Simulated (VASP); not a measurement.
# Cu: convergence, density of states

Cu, Fm-3m (no. 225), 1 atom in the cell. PBE; PAW potentials Cu (PBE set). VASP 6.6.1.

Wanted: density of states by 0.5 eV bins within 8 %; centre of the states within 12 eV below the valence top within 0.03 eV; states at the Fermi level within 8 %.

What the run is for: density of states; Accuracy asked: standard; k mesh of the density: 14 × 14 × 14.

POSCAR:
```
Cu
1.0
    0.0000000000      1.8075000000      1.8075000000
    1.8075000000      0.0000000000      1.8075000000
    1.8075000000      1.8075000000      0.0000000000
Cu
1
Direct
    0.0000000000      0.0000000000      0.0000000000
```

The series start from Plane-wave cutoff (eV): 340; k-point mesh: 17 × 17 × 17; Energy points (NEDOS): 2001; Occupations for the DOS: ISMEAR=-5; Electronic threshold (eV): 1e-6; Precision mode (PREC): Accurate. Each series keeps the choices made before it, and each single choice may use up half of a tolerance. Times cover all steps of a run.

## Plane-wave cutoff (eV)

| Plane-wave cutoff (eV) | Density of states by 0.5 eV bins, largest deviation against the largest value | Centre of the states within 12 eV below the valence top (eV) | States at the Fermi level (states/eV/atom) | Time (s) |
|---|---|---|---|---|
| 240 | 5.1 % | -3.071 | 0.3113 | 8.9 |
| 300 | 0.48 % | -3.077 | 0.3142 | 9.3 |
| 340 | 0.5 % | -3.077 | 0.3145 | 11 |
| 380 | 0.46 % | -3.077 | 0.3144 | 11 |
| 470 (reference) | 0 % | -3.079 | 0.3142 | 23 |

Chosen: 300, the loosest value from which every tighter one stays within half of the tolerance.

## k-point mesh

| k-point mesh | Density of states by 0.5 eV bins, largest deviation against the largest value | Centre of the states within 12 eV below the valence top (eV) | States at the Fermi level (states/eV/atom) | Time (s) |
|---|---|---|---|---|
| 7 × 7 × 7 | 31 % | -3.224 | 0.3251 | 6.4 |
| 9 × 9 × 9 | 22 % | -3.162 | 0.3205 | 6.7 |
| 11 × 11 × 11 | 9.7 % | -3.116 | 0.3195 | 7.1 |
| 14 × 14 × 14 | 5.3 % | -3.090 | 0.2994 | 8.0 |
| 17 × 17 × 17 | 2.8 % | -3.077 | 0.3142 | 9.3 |
| 21 × 21 × 21 | 1.5 % | -3.068 | 0.3085 | 12 |
| 26 × 26 × 26 | 0.86 % | -3.065 | 0.3027 | 17 |
| 31 × 31 × 31 (reference) | 0 % | -3.060 | 0.3002 | 24 |

Chosen: 21 × 21 × 21.

## Energy points (NEDOS)

| Energy points (NEDOS) | Density of states by 0.5 eV bins, largest deviation against the largest value | Centre of the states within 12 eV below the valence top (eV) | States at the Fermi level (states/eV/atom) | Time (s) |
|---|---|---|---|---|
| 301 | 8.1 % | -3.043 | 0.3101 | 12 |
| 501 | 3.8 % | -3.060 | 0.3083 | 12 |
| 1001 | 0.34 % | -3.068 | 0.3083 | 12 |
| 2001 | 0.2 % | -3.068 | 0.3085 | 12 |
| 4001 (reference) | 0 % | -3.067 | 0.3088 | 13 |

Chosen: 501.

## Occupations for the DOS

| Occupations for the DOS | Density of states by 0.5 eV bins, largest deviation against the largest value | Centre of the states within 12 eV below the valence top (eV) | States at the Fermi level (states/eV/atom) | Time (s) |
|---|---|---|---|---|
| ISMEAR=-5 | 0 % | -3.060 | 0.3083 | 12 |
| ISMEAR=-4 | 0 % | -3.060 | 0.3083 | 12 |
| ISMEAR=0 SIGMA=0.05 | 2.3 % | -3.063 | 0.4606 | 12 |
| ISMEAR=0 SIGMA=0.1 | 4.2 % | -3.059 | 0.4134 | 12 |
| ISMEAR=-15 SIGMA=0.025 | 0.032 % | -3.060 | 0.3083 | 12 |
| ISMEAR=1 SIGMA=0.1 | 2 % | -3.063 | 0.4515 | 11 |

Chosen: ISMEAR=-5; no other choice that stays within half of the tolerance saves 30 % of the time.

## Electronic threshold (eV)

| Electronic threshold (eV) | Density of states by 0.5 eV bins, largest deviation against the largest value | Centre of the states within 12 eV below the valence top (eV) | States at the Fermi level (states/eV/atom) | Time (s) |
|---|---|---|---|---|
| 0.001 | 0.68 % | -3.062 | 0.3083 | 12 |
| 0.0001 | 0.58 % | -3.059 | 0.3083 | 14 |
| 1e-5 | 2.2 % | -3.053 | 0.3083 | 14 |
| 1e-6 (reference) | 0 % | -3.060 | 0.3083 | 12 |

Chosen: 0.001.

## Precision mode (PREC)

| Precision mode (PREC) | Density of states by 0.5 eV bins, largest deviation against the largest value | Centre of the states within 12 eV below the valence top (eV) | States at the Fermi level (states/eV/atom) | Time (s) |
|---|---|---|---|---|
| Normal | 0.0025 % | -3.062 | 0.3083 | 11 |
| Accurate (reference) | 0 % | -3.062 | 0.3083 | 12 |

Chosen: Normal.

## All choices together

| Input | Density of states by 0.5 eV bins, largest deviation against the largest value | Centre of the states within 12 eV below the valence top (eV) | States at the Fermi level (states/eV/atom) | Time (s) |
|---|---|---|---|---|
| defaults for smearing, thresholds and mesh (naive) | 25 % | -3.183 | 0.0912 | 6.7 |
| chosen settings | 1.6 % | -3.062 | 0.3083 | 11 |
| reference settings throughout | 0 % | -3.051 | 0.3002 | 64 |

The tolerance is met.

## The input

INCAR.step1:
```
  GGA = PE
  ISMEAR = 1
  SIGMA = 0.1
  LWAVE = F
  LCHARG = T
  NBANDS = 20
  PREC = Normal
  LASPH = T
  LREAL = F
  ALGO = Normal
  EDIFF = 0.001
  NELM = 120
  GGA_COMPAT = F
  ENCUT = 300
  LMAXMIX = 4
```

INCAR.step2, as INCAR.step1 but for:
```
- ISMEAR = 1
- SIGMA = 0.1
- LCHARG = T
+ ISMEAR = -5
+ LCHARG = F
+ NEDOS = 501
+ LORBIT = 11
+ EMIN = -6.4572
+ EMAX = 15.5428
+ ICHARG = 11
```

KPOINTS.step1:
```
k-points
0
Gamma
  14 14 14
```

KPOINTS.step2:
```
Automatic mesh
0
Gamma
  21 21 21
  0 0 0
```

Commands (each step's output is kept before the next begins):
```
cat potpaw_PBE.64/Cu/POTCAR > POTCAR
cp INCAR.step1 INCAR
cp KPOINTS.step1 KPOINTS
mpirun -np 1 vasp_std > vasp.out
cp INCAR.step2 INCAR
cp KPOINTS.step2 KPOINTS
mpirun -np 1 vasp_std > vasp.out
```

The chosen input took VASP 6.6.1 11 s on 1 core (Intel Xeon Platinum 8375C @ 2.90GHz (Ice Lake)), a shared host.

## An input that fails: tetrahedra on too few k points

VASP's message: IBZKPT: tetrahedron method fails for NKPT<4. NKPT = 1.

k mesh: 17 × 17 × 17 becomes 1 × 1 × 1.

Changes against the starting input:
```
(step 2)
- NELM = 120
+ NELM = 73
```
